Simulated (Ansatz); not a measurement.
# 2H-CrSTe bilayer (2H stacking) in a perpendicular field, part 2 of 3

What dipole does a perpendicular field induce in the 2H-CrSTe bilayer (2H stacking)? A positive field points along +c.

Ansatz 0.2.0; plane-wave DFT, PBEsol-D3(BJ), Ansatz PAW (the session's first sound run).

So far. Step 2 (Relaxation): The lattice constant a goes from 3.365 to 3.188 Å.

### 3. Atoms held, field 0

A sawtooth potential applies the field, turning back in the middle of the vacuum. With the dipole correction the typed value is the field outside the slab. The induced dipole is small, so the SCF threshold is tight.

The cell differs from the one that the last finished run ended in (c 49.597 → 27.231 Å).

Input file input.yaml:

```yaml
crystal:
  lattice:
    - [3.1877563075, 0.0, 0.0]
    - [-1.5938781538, 2.7606779434, 0.0]
    - [0.0, 0.0, 27.2311133992]
  atoms:
    - { symbol: Te, position: [0.3333333333, 0.6666666667, 0.3305042973] }
    - { symbol: Cr, position: [0.0, 0.0, 0.3970033475] }
    - { symbol: S, position: [0.3333333333, 0.6666666667, 0.4463920499] }
    - { symbol: Te, position: [0.0, 0.0, 0.5531607196] }
    - { symbol: Cr, position: [0.3333333333, 0.6666666667, 0.6202053986] }
    - { symbol: S, position: [0.0, 0.0, 0.6694957027] }
kpoints:
  mp_grid: { grid: [18, 18, 1] }
  band_path:
    path: [[0, 0, 0], [0.5, 0, 0], [0.33333333, 0.33333333, 0], [0, 0, 0]]
    npoints: 16
hamiltonian:
  xc: pbesol
  dispersion: d3bj
scf:
  occupations: { method: fermi_dirac, width: 0.05 }
  convergence: { dr2_threshold: 1.0e-10 }
efield:
  axis: 3
  dipole_correction: true
  ramp_position: 0.97
  ramp_width: 0.06
  amplitude: 0
output:
  dos: { projected: true, e_range: [-6, 5] }
  bader: true
  write_potential: true
  write_density: true
  volumetric_format: npy
  elf: true
```

Launch:

```bash
> ansatz run input.yaml --threads 4 --pin off --max-ram 6144MiB --backend cpu --events-out ev --progress --plain --runs-dir out
```

Numbers of over 12 decimals in the logs are rounded to 6 here.

Log:

```text
[...]
Crystal: 6 atoms, lattice volume = 239.644 Å³
Basis set: ecut = 420 eV, 4747 PW (Γ)
Bands: 44, of which v1, the nominal top of the filled ones, is band 36 counted from 1 (35 counted from 0)
Symmetry: 6 space group operations
[...]
k-points: 37 of 324 (time reversal used)
[...]
SCF iter   1: F=—  HF=-22275.426492 eV  |F-HF|=—  |Δ(HF+E_count)|=         —  Δρ=1.00e-2  dr2=1.58e0  ethr=1.77e-3  p=-0.044 e·Å  D=-3.33e-2 V/Å  ΔV_dip=0.91 eV  dr2_dipole=5.11e-1  V_vac-E_F(+/−)=4.98/4.07 eV  ⟨swp⟩=12.5  Hψ=8090  notcnv=0
efield: sawtooth ramp at fractional position 0.9700 (set: `efield.ramp_position`, or a place that a band, a saddle search or an elastic batch's reference lends), width 0.0600; the density the first Hamiltonian is built on has a dipole p = -0.044 e·Å; the dipole correction subtracts the counter field D = -3.33e-2 V/Å, which shifts the + side's vacuum level by +0.91 eV against the − side's; the planar-averaged density in the ramp window peaks in size at 3.4e-5 e/Å³
[...]
SCF iter   2: F=—  HF=-22275.732854 eV  |F-HF|=—  |Δ(HF+E_count)|=   3.06e-1  Δρ=3.10e-2  dr2=8.24e0  ethr=1.77e-3  p=-0.142 e·Å  D=-1.07e-1 V/Å  ΔV_dip=2.92 eV  dr2_dipole=1.31e0  V_vac-E_F(+/−)=6.98/4.06 eV  ⟨swp⟩=3.2  Hψ=2900  notcnv=0  defer=18  recentre
[...]
SCF iter  16: F=-22275.327401 eV  HF=-22275.327401 eV  |F-HF|=1.09e-11  |Δ(HF+E_count)|=  2.66e-10  Δρ=1.17e-7  dr2=8.11e-11  ethr=1.00e-12  p=-0.095 e·Å  D=-7.19e-2 V/Å  ΔV_dip=1.96 eV  dr2_dipole=1.80e-11  V_vac-E_F(+/−)=5.72/3.76 eV  ⟨swp⟩=4.9  Hψ=5060  notcnv=0
SCF 1 converged in 16 iterations: F = -22275.327401 eV  dr2 = 8.11e-11
[...]
NSCF: frozen V_eff on 49 k-points
efield: sawtooth ramp at fractional position 0.9700 (kept from the solve that this one continues, or follows in the run), width 0.0600; the density the first Hamiltonian is built on has a dipole p = -0.095 e·Å; the dipole correction subtracts the counter field D = -7.19e-2 V/Å, which shifts the + side's vacuum level by +1.96 eV against the − side's; the planar-averaged density in the ramp window peaks in size at 3.5e-6 e/Å³
[...]
SCF converged after 16 iterations
Free energy (F): -22275.327401 eV
[...]
Internal energy: -22275.308999 eV  (E = F + TS)
E sigma→0 (E₀):  -22275.318200 eV
Entropy (-TS):   -0.018402 eV (-3.067 meV/atom)
Fermi energy:    3.216656 eV
Dipole field:    D = -0.071855 V/Å  (p = -0.095161 e·Å, saw-weighted, corrected)
Work function:   Φ+ = 5.7154 eV   Φ− = 3.7588 eV
Levels:          The Fermi level and band energies are counted from a zero that moves with the ramp; work functions are not
[...]
--- Band table (eV; the first three rows and the last of 37) ---
  k-point 0: bands = [... 32 lower, 2.3639, 2.3639, 3.1712, 3.2499, 5.1162, 5.1162, 5.7305, 5.7305, ... 4 higher]
  k-point 1: bands = [... 32 lower, 2.3002, 2.3363, 3.1536, 3.2259, 5.0232, 5.1042, 5.6105, 5.7199, ... 4 higher]
  k-point 2: bands = [... 32 lower, 2.1106, 2.2692, 3.0026, 3.1851, 4.8458, 5.0460, 5.3516, 5.4218, ... 4 higher]
  k-point 36: bands = [... 32 lower, 0.8813, 1.5072, 2.2718, 2.7324, 3.1858, 3.6407, 3.9013, 4.4003, ... 4 higher]
--- Bader charges: 6 sites ---
  site symbol  charge [e]  shift [e]
     0     Te     -0.2595     0.0001
     1     Cr      0.8683     0.0018
     2      S     -0.6838     0.0017
     3     Te     -0.1789     0.0000
     4     Cr      0.8742     0.0017
     5      S     -0.6203     0.0017
  estimated error of the sums over rays = 7.8e-4 e
```

The job ended after 24 s (4 threads of Intel Xeon Platinum 8488C (Sapphire Rapids), shared host; peak memory 0.89 GiB; 95 s of CPU time).

Reading the cycles: dr2 is the Hartree energy of the density residual (eV), the measure of convergence; HF is the Harris–Foulkes estimate of the energy, which meets the free energy F at convergence.

Numbers from this step:

| Quantity | Value |
| --- | --- |
| energy at zero smearing | -22275.3182 eV |
| work function, upper face | 5.715 eV |
| work function, lower face | 3.759 eV |
| dipole along the normal | -0.09516 e·Å |
| step between the vacuum levels | 1.957 eV |

Running mean over a fixed 2.7 Å (it still follows the layers) of the planar mean; the ramp of the sawtooth is left out. The electron's electrostatic potential energy less the Fermi level by z:

z (Å), electron's electrostatic potential energy less the Fermi level (eV) and a bar from the least value:
```
        4       3.76 ##########################
        5       3.75 ##########################
        6       3.66 ##########################
        7       2.11 ######################
        8      -0.66 #################
        9      -4.19 #########
       10      -6.84 ####
       11      -8.52 
       12      -6.38 #####
       13      -2.56 #############
       14      -0.87 ################
       15      -3.37 ###########
       16      -6.19 #####
       17      -7.95 #
       18      -6.14 #####
       19      -0.73 ################
       20       4.19 ###########################
       21       5.65 ##############################
       22       5.71 ##############################
       23       5.72 ##############################
       24       5.72 ##############################
```

The density of states has structure finer than the step of the table below, so its rows give means over 0.25 eV, whole bins alone (the curve runs from -6 to 1.99 eV). Peaks (eV: height): -4.540: 10.8, -2.550: 11.5, -2.330: 13.0, -1.620: 9.84, -1.040: 12.2, -0.540: 13.1, 0.450: 11.1.

Table of density of states by energy, zero at the Fermi level; means over each step:

```
energy (eV)  density of states (states/eV a cell)
      -5.75                                  3.11
      -5.50                                  2.54
      -5.25                                  3.99
      -5.00                                  4.63
      -4.75                                  2.46
      -4.50                                  5.11
      -4.25                                  3.05
      -4.00                                  4.35
      -3.75                                  4.50
      -3.50                                  4.83
      -3.25                                  5.56
      -3.00                                  4.95
      -2.75                                  4.35
      -2.50                                  6.15
      -2.25                                  5.65
      -2.00                                  3.42
      -1.75                                  5.46
      -1.50                                  5.42
      -1.25                                  2.93
      -1.00                                  7.52
      -0.75                                  1.47
      -0.50                                  6.14
      -0.25                                  1.35
       0.00                                  1.77
       0.25                                  4.91
       0.50                                  5.67
       0.75                                  6.29
       1.00                                  6.16
       1.25                                  2.88
       1.50                                  5.17
       1.75                                  6.22
```

Projected DOS per atom over height of the atomic layer and energy from the Fermi level. Layers: Te Cr S Te Cr S from below.

Values in states/eV, 22 rows by 6 columns, each cell a mean:
```
0.36 1.12 0.76 0.46 1.87 0.96
0.43 1.73 1.03 0.38 1.10 0.32
0.31 0.75 0.27 0.52 2.13 0.25
0.51 1.57 0.31 0.52 2.74 0.23
0.71 3.84 0.32 0.07 0.66 0.05
0.18 1.25 0.16 0.04 0.40 0.24
0.01 0.20 0.14 0.33 1.97 0.53
0.03 0.40 0.18 0.37 1.57 0.36
0.53 2.77 0.53 0.51 1.70 0.24
0.38 1.61 0.20 0.80 0.87 0.54
0.42 1.01 0.23 1.24 1.06 0.77
0.99 1.09 0.72 0.70 0.83 0.43
1.33 0.90 0.77 0.40 1.18 0.98
0.44 0.98 0.76 0.43 1.13 1.15
0.58 1.22 1.21 0.60 0.67 1.09
0.55 0.61 0.77 0.65 0.64 1.18
0.67 0.60 0.78 0.69 0.55 0.99
0.71 0.56 1.01 0.54 0.34 0.56
0.70 0.44 0.75 0.43 0.34 0.66
0.76 0.43 0.84 0.59 0.66 1.35
0.41 0.25 0.60 0.51 0.32 0.66
0.57 0.56 1.43 0.75 0.20 0.16
```
Columns: height of the atomic layer (Å) from 9 to 18.2 (not evenly spaced); rows upwards: energy from the Fermi level (eV) from -5.96 to 1.96.

Electronic bands along the path, in eV, zero at the Fermi level:

```
  point  band 33  band 34  band 35  band 36  band 37  band 38  band 39  band 40
      Γ    -0.85    -0.85    -0.05     0.03     1.90     1.90     2.51     2.51
halfway    -1.53    -1.05    -1.01    -0.51     0.42     0.97     1.23     1.57
      M    -1.42    -1.21    -0.82    -0.64     0.32     0.40     0.81     0.93
halfway    -2.36    -1.79    -0.96    -0.46     0.16     0.57     0.71     1.06
      K    -2.34    -1.71    -0.94    -0.48    -0.03     0.42     0.68     1.18
halfway    -1.77    -1.55    -0.99    -0.43     0.24     0.66     0.75     1.25
      Γ    -0.85    -0.85    -0.05     0.03     1.90     1.90     2.51     2.51
```

ELF in the ca plane at fractional y = 0.667, with atoms of Te and S and Cr within 0.2 Å of it. It is the smooth field of the valence electrons, not physical close to the nuclei.

Ten even steps from '0' (0.00) to '9' (0.92), each cell a mean:
```
00000000000123444421112332102665555422578876
00000000000112344311111221003665455433578887
00000000012466555541125777411455555211257764
00000000136886433553258889841134453245324421
00000000258985100343367328972012321599721110
00000000258985100343367218972011221599721100
00000000136886423453258879951123442256323321
00000000013566555642126887521455555211256654
```
Columns run along c (16.0 Å, from fractional 0.13 to 0.72 of the cell), rows up along a (3.2 Å). Atoms in or near the plane, at fractional coordinates: Te at (0.33, 0.33), S at (0.45, 0.33), Cr at (0.62, 0.33).

Electrostatic potential energy in the ca plane at fractional y = 0.667, with atoms of Te and S and Cr within 0.2 Å of it. With pseudopotentials it is smooth inside the atoms' cores, unlike the true potential.

Values in eV, 5 rows by 16 columns, each cell a mean:
```
  8   8   8   7   6   2   1  -7   3   6   4 -13  -4   3  -2   2
  8   8   8   7   4  -7  -2  -2  -1   3   5  -7  -2  -4   0   4
  8   8   8   7  -2   0  -7   1 -25 -14   6   3  -6 -31  -6   7
  8   8   8   7  -4   5  -6   1 -28 -18   6   4  -8 -34  -9   7
  8   8   8   7   2 -11  -6   0  -9  -1   5  -3  -2 -14  -1   5
```
Columns run along c (16.0 Å, from fractional 0.13 to 0.72 of the cell; values clipped at the 3rd and 97th percentile), rows up along a (3.2 Å). Atoms in or near the plane, at fractional coordinates: Te at (0.33, 0.33), S at (0.45, 0.33), Cr at (0.62, 0.33).

Valence density in the ca plane at fractional y = 0.667, with atoms of Te and S and Cr within 0.2 Å of it. It is the smooth field of the valence electrons, not physical close to the nuclei.

Ten steps, logarithmic in the rise over the least value, from '0' (0 e/Å³) to '9' (17 e/Å³), each cell a mean:
```
00000000000000000112222222221100012333221122
00000000000000000111221222211100012333221122
00000000000000000123322222222211011222222222
00000000000000001246643212344431101122235653
00000000000000002379973212343442100111258985
00000000000000002379973212342442100111258985
00000000000000001357653212344432101122236763
00000000000000001123332222233221011222222222
```
Columns run along c (16.0 Å, from fractional 0.07 to 0.66 of the cell), rows up along a (3.2 Å). Atoms in or near the plane, at fractional coordinates: Te at (0.33, 0.33), S at (0.45, 0.33), Cr at (0.62, 0.33).

The work function of the upper face is 5.72 eV.

### 4. Atoms held, field 0.1 V/Å

input.yaml: that of step 3 with these lines changed.

```diff
@@ -28,6 +28,4 @@
   ramp_width: 0.06
-  amplitude: 0
+  amplitude: 0.1
 output:
-  dos: { projected: true, e_range: [-6, 5] }
-  bader: true
   write_potential: true
@@ -35,2 +33 @@
   volumetric_format: npy
-  elf: true
```

Log:

```text
[...]
Crystal: 6 atoms, lattice volume = 239.644 Å³
Basis set: ecut = 420 eV, 4747 PW (Γ)
Bands: 44, of which v1, the nominal top of the filled ones, is band 36 counted from 1 (35 counted from 0)
Symmetry: 6 space group operations
[...]
k-points: 37 of 324 (time reversal used)
[...]
k-point 0: bands = [... 32 lower, 2.3554, 2.3554, 3.1664, 3.2458, 5.1066, 5.1066, 5.7250, 5.7250, ... 4 higher]
  k-point 1: bands = [... 32 lower, 2.2917, 2.3277, 3.1459, 3.2244, 5.0136, 5.0946, 5.6055, 5.7143, ... 4 higher]
  k-point 2: bands = [... 32 lower, 2.1021, 2.2607, 2.9933, 3.1839, 4.8360, 5.0364, 5.3476, 5.4053, ... 4 higher]
  k-point 36: bands = [... 32 lower, 0.8670, 1.5020, 2.2606, 2.7242, 3.1764, 3.6314, 3.8899, 4.3891, ... 4 higher]
[key lines of the parts left out:]
SCF converged after 18 iterations
Free energy (F): -22275.320745 eV
Fermi energy:    3.209569 eV
Dipole field:    D = -0.028655 V/Å  (p = -0.037949 e·Å, saw-weighted, corrected)
```

Elapsed: 14 s, on 4 threads; peak memory 0.86 GiB.

The dipole is -0.0379 e·Å, 0.0572 e·Å from its value without field.

### 5. Single point, field -0.1 V/Å

input.yaml: that of step 4 with these lines changed.

```diff
@@ -28,3 +28,3 @@
   ramp_width: 0.06
-  amplitude: 0.1
+  amplitude: -0.1
 output:
```

Log:

```text
[...]
Crystal: 6 atoms, lattice volume = 239.644 Å³
Basis set: ecut = 420 eV, 4747 PW (Γ)
Bands: 44, of which v1, the nominal top of the filled ones, is band 36 counted from 1 (35 counted from 0)
Symmetry: 6 space group operations
[...]
k-points: 37 of 324 (time reversal used)
[...]
k-point 0: bands = [... 32 lower, 2.3715, 2.3715, 3.1745, 3.2535, 5.1250, 5.1250, 5.7351, 5.7351, ... 4 higher]
  k-point 1: bands = [... 32 lower, 2.3078, 2.3438, 3.1602, 3.2267, 5.0320, 5.1131, 5.6145, 5.7245, ... 4 higher]
  k-point 2: bands = [... 32 lower, 2.1182, 2.2768, 3.0111, 3.1853, 4.8549, 5.0550, 5.3545, 5.4373, ... 4 higher]
  k-point 36: bands = [... 32 lower, 0.8949, 1.5114, 2.2824, 2.7396, 3.1945, 3.6490, 3.9120, 4.4109, ... 4 higher]
[key lines of the parts left out:]
SCF converged after 18 iterations
Free energy (F): -22275.339777 eV
Fermi energy:    3.222852 eV
Dipole field:    D = -0.115033 V/Å  (p = -0.152345 e·Å, saw-weighted, corrected)
```

Run time: 14 s. Hardware: 4 threads; peak memory 0.85 GiB.

The dipole is -0.152 e·Å, -0.0572 e·Å from its value without field.

### 6. Atoms held, field 0.5 V/Å

input.yaml: that of step 5 with these lines changed.

```diff
@@ -28,3 +28,3 @@
   ramp_width: 0.06
-  amplitude: -0.1
+  amplitude: 0.5
 output:
```

Log:

```text
[...]
Crystal: 6 atoms, lattice volume = 239.644 Å³
Basis set: ecut = 420 eV, 4747 PW (Γ)
Bands: 44, of which v1, the nominal top of the filled ones, is band 36 counted from 1 (35 counted from 0)
Symmetry: 6 space group operations
[...]
k-points: 37 of 324 (time reversal used)
[...]
k-point 0: bands = [... 32 lower, 2.3116, 2.3116, 3.1337, 3.2247, 5.0122, 5.0606, 5.0606, 5.6930, ... 4 higher]
  k-point 1: bands = [... 32 lower, 2.2482, 2.2839, 3.1046, 3.2100, 4.9670, 5.0486, 5.0727, 5.5755, ... 4 higher]
  k-point 2: bands = [... 32 lower, 2.0586, 2.2170, 2.9480, 3.1689, 4.7872, 4.9902, 5.2205, 5.3216, ... 4 higher]
  k-point 36: bands = [... 32 lower, 0.8028, 1.4720, 2.2086, 2.6821, 3.1311, 3.5850, 3.8368, 4.3369, ... 4 higher]
[key lines of the parts left out:]
SCF converged after 18 iterations
Free energy (F): -22275.351412 eV
Fermi energy:    3.171796 eV
Dipole field:    D = 0.144573 V/Å  (p = 0.191466 e·Å, saw-weighted, corrected)
```

It took 15 s on 4 threads; peak memory 0.86 GiB.

The dipole is 0.191 e·Å, 0.287 e·Å from its value without field.

### 7. Atoms held, field -0.3 V/Å

input.yaml: that of step 6 with these lines changed.

```diff
@@ -28,4 +28,6 @@
   ramp_width: 0.06
-  amplitude: 0.5
+  amplitude: -0.3
 output:
+  dos: { projected: true, e_range: [-6, 5] }
+  bader: true
   write_potential: true
@@ -33 +35,2 @@
   volumetric_format: npy
+  elf: true
```

Log:

```text
[...]
Crystal: 6 atoms, lattice volume = 239.644 Å³
Basis set: ecut = 420 eV, 4747 PW (Γ)
Bands: 44, of which v1, the nominal top of the filled ones, is band 36 counted from 1 (35 counted from 0)
Symmetry: 6 space group operations
[...]
k-points: 37 of 324 (time reversal used)
[...]
k-point 36: bands = [... 32 lower, 0.9204, 1.5171, 2.3017, 2.7511, 3.2099, 3.6626, 3.9311, 4.4301, ... 4 higher]
--- Bader charges: 6 sites ---
  site symbol  charge [e]  shift [e]
     0     Te     -0.2448     0.0001
     1     Cr      0.8682     0.0018
     2      S     -0.6841     0.0017
     3     Te     -0.1790     0.0000
     4     Cr      0.8737     0.0017
     5      S     -0.6340     0.0017
  estimated error of the sums over rays = 7.7e-4 e
[key lines of the parts left out:]
SCF converged after 18 iterations
Free energy (F): -22275.381674 eV
Fermi energy:    3.232654 eV
Dipole field:    D = -0.201316 V/Å  (p = -0.266615 e·Å, saw-weighted, corrected)
```

The job ended after 26 s (4 threads; peak memory 0.87 GiB; 1.7 min of CPU time).

The dipole is -0.267 e·Å, -0.171 e·Å from its value without field.

### 8. Response, atoms held

This step: plane-wave DFT, PBEsol-D3(BJ), Ansatz PAW; response to a field along the normal, atoms held (Ansatz 0.2.0).

The dipoles give the slope, and the difference of two potentials shows where the field is screened.

Numbers from this step:

| Item | Value |
| --- | --- |
| equivalent conductor thickness p/(ε₀AE) | 11.76 Å |
| distance between the outer atoms | 9.231 Å |

Dipole of the cell against applied field:

```
applied field (V/Å)  dipole of the cell (e·Å)
             -0.300                    -0.267
             -0.100                    -0.152
              0.000                   -0.0952
              0.100                   -0.0379
              0.500                     0.191
```

Local field over the applied field, running mean. From the potentials at -0.1 and 0.1 V/Å; running mean over 2.5 Å. The local field over applied field by z:

```csv
z (Å),local field over applied field
4.5,0.997
5.0,0.990
5.5,0.974
6.0,0.931
6.5,0.840
7.0,0.693
7.5,0.519
8.0,0.344
8.5,0.185
9.0,0.0779
9.5,0.0382
10.0,0.0207
10.5,0.0130
11.0,0.0130
11.5,0.0127
12.0,0.00304
12.5,0.00252
13.0,0.00322
13.5,0.00384
14.0,0.00317
14.5,6.4e-4
15.0,-0.00115
15.5,0.00185
16.0,0.00500
16.5,0.00121
17.0,0.0127
17.5,0.0342
18.0,0.0881
18.5,0.208
19.0,0.380
19.5,0.558
20.0,0.733
20.5,0.873
21.0,0.950
21.5,0.982
22.0,0.994
22.5,0.998
23.0,0.999
```

Electrons, planar mean, per unit field. Induced electron density against z:

| z (Å) | induced electron density (e/Å³ per V/Å) |
| --- | --- |
| 4.5 | 1.4e-5 |
| 5.0 | 4.2e-5 |
| 5.5 | 1.2e-4 |
| 6.0 | 3.4e-4 |
| 6.5 | 8.8e-4 |
| 7.0 | 0.00201 |
| 7.5 | 0.00337 |
| 8.0 | 0.00286 |
| 8.5 | 6.1e-4 |
| 9.0 | 6.3e-4 |
| 9.5 | 3.8e-4 |
| 10.0 | -5.3e-4 |
| 10.5 | -5.7e-4 |
| 11.0 | 5.0e-4 |
| 11.5 | 2.2e-4 |
| 12.0 | -3.6e-5 |
| 12.5 | -4.1e-5 |
| 13.0 | -5.9e-5 |
| 13.5 | 5.3e-6 |
| 14.0 | 5.8e-5 |
| 14.5 | 3.8e-5 |
| 15.0 | 3.4e-5 |
| 15.5 | 6.7e-5 |
| 16.0 | -2.3e-4 |
| 16.5 | 5.4e-5 |
| 17.0 | 2.4e-4 |
| 17.5 | -1.8e-4 |
| 18.0 | -0.00108 |
| 18.5 | -5.0e-4 |
| 19.0 | -0.00356 |
| 19.5 | -0.00335 |
| 20.0 | -0.00166 |
| 20.5 | -6.5e-4 |
| 21.0 | -2.3e-4 |
| 21.5 | -7.9e-5 |
| 22.0 | -2.6e-5 |
| 22.5 | -8.6e-6 |
| 23.0 | -2.7e-6 |

By hand: between -0.1 and 0.1 V/Å the dipole changes by 0.1144 e·Å, a slope of 0.5720 e·Å²/V. A perfect conductor of thickness t has p = ε₀AEt, so t = 180.95 × 0.5720 / 8.800 = 11.76 Å (e/ε₀ = 180.95 V·Å, A in Å²).

The induced dipole is that of a conductor 11.76 Å thick.

(Continued in part 3 of 3.)

[Logs are printed without paths, hosts, clocks, repeated set-up lines and the standing remarks that a program may print on its own settings, such as how far it seeks lower states.]

[Hosts, paths, dates, database ids (printed as entryN), source tags and the programs' standing remarks are cut or masked in the printed files.]

[Maps of the electrostatic potential energy from Ansatz leave out the sawtooth potential of an applied field or a dipole correction, so their vacuum need not be flat; planar profiles and work functions include it.]

[The density of states shown here was stored with 400 of the rows of the run's finer table, so its peaks can read low, often by over a quarter, or be missed, and its means over a window can be off by a tenth or more.]
